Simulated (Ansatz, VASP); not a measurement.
This is a calculation of Sb for VASP 6.6.1.

The input INCAR:

```
  ALGO = Normal
  EDIFF = 1E-7
  EDIFFG = -0.01
  ENCUT = 600
  GGA = RP
  IBRION = 2
  ISIF = 3
  ISMEAR = -1
  IVDW = 13
  LASPH = T
  LCHARG = F
  LREAL = F
  LWAVE = F
  NELM = 60
  NSW = 60
  PREC = Accurate
  SIGMA = 0.05
```

KPOINTS

```
k-points
0
Gamma
  10 10 10
```

Contents of POSCAR:

```
Sb
1.0
   -1.8713408863      1.8713408863      1.8713408863
    1.8713408863     -1.8713408863      1.8713408863
    1.8713408863      1.8713408863     -1.8713408863
Sb
1
Direct
    0.0000000000      0.0000000000      0.0000000000
```

Potentials or basis: VASP PAW PBE potentials, release 64 (Sb).

The run is started by

```bash
$ cat potpaw_PBE.64/Sb/POTCAR > POTCAR
$ mpirun -np 1 vasp_std > vasp.out
```

Problem. Translate it to Ansatz 0.2.0. Potentials there: Ansatz PAW.

Solution. As run (the cutoff follows the program's own potentials):

Contents of input.yaml:

```yaml
crystal:
  lattice:
    - [-1.8713408863, 1.8713408863, 1.8713408863]
    - [1.8713408863, -1.8713408863, 1.8713408863]
    - [1.8713408863, 1.8713408863, -1.8713408863]
  atoms:
    - { symbol: Sb, position: [0.0, 0.0, 0.0] }
hamiltonian:
  xc: rpbe
  pseudopotentials: { kind: paw }
  dispersion: d4
kpoints:
  mp_grid: { grid: [10, 10, 10] }
scf:
  occupations: { method: fermi_dirac, width: 0.05 }
output:
  forces: true
  stress: true
  eigenvalues: true
relax:
  f_tol: 0.01
  max_steps: 40
  cell: { stress_tol: 0.05 }
```

Potentials or basis: Ansatz PAW.

Command:

```sh
$ ansatz run input.yaml --threads 2 --pin off --max-ram 5632MiB --backend cpu --events-out ev --progress --plain --runs-dir out
```

Both were run:

|  | VASP | Ansatz | Ansatz less VASP |
| --- | --- | --- | --- |
| gap on the k mesh at the Fermi level, each at its own relaxed structure (eV) | none | none | - |
| relaxed volume (Å³/atom) | 25.59 | 25.68 | +0.087 |
| relaxed cell length with the largest relative difference (Å) | 3.215 | 3.219 | +0.0036 |
| energy change over the relaxation (meV/atom) | -3 | -2 | +0.8 |

A gap of «none» marks a metal or a gap that the smearing closes. The two sets of potentials don't hold the same shells in valence.

Caveats: pairwise dispersion overbinds metals, which lowers pressure and volume; the PAW data sets were made with another functional, which shifts forces and pressure a little (VASP); the plane-wave basis is chosen anew once the cell has moved, so the energies of steps on either side of that aren't comparable (Ansatz); the PAW data sets come from PBE, with cores solved anew for the run's functional, which leaves a small shift of forces and pressure (Ansatz). The runs have no spin-orbit coupling, so splittings on Sb are missing.
